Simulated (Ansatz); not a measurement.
# TiAl₃: tetragonal deformation path

The calculation used DFT PBEsol, scalar-relativistic, plane waves, PAW (Ansatz). Cutoff 420 eV, Γ-centred 20×20×20 k-points, Gaussian smearing of 0.15 eV. No spin polarisation. Energies are free energies at this smearing, counted from the undisturbed cell; pressure is positive in compression.

Zero of the scan (relaxed at this level):

```
CELL_PARAMETERS angstrom
-1.90777 1.90777 4.27700
1.90777 -1.90777 4.27700
1.90777 1.90777 -4.27700
ATOMIC_POSITIONS crystal
Ti 0.00000 0.00000 0.00000
Al 0.50000 0.50000 0.00000
Al 0.75000 0.25000 0.50000
Al 0.25000 0.75000 0.50000
```

At fixed volume and fractional coordinates, lengths along (0.000, 0.000, 1.000) are scaled against those across it; ρ is that ratio over its starting value. The cell is metallic on the mesh throughout.

| ρ | ΔE (meV/atom) | pressure (GPa) |
| --- | --- | --- |
| 0.850 | ? | ? |
| 0.920 | 38.7 | 0.3 |
| 0.960 | 9.5 | 0.0 |
| 1.000 | 0.0 | 0.0 |
| 1.100 | 58.6 | 1.3 |
| 1.200 | 218.7 | 4.4 |

(1) Give the withheld values.

## Answers

(1) ΔE (meV/atom) at ρ = 0.850: 133.6; pressure (GPa) at ρ = 0.850: 1.1.

Cost: 6 runs of about 1.8 core-minutes in all, on Intel Xeon 6975P-C (Granite Rapids) (shared hosts).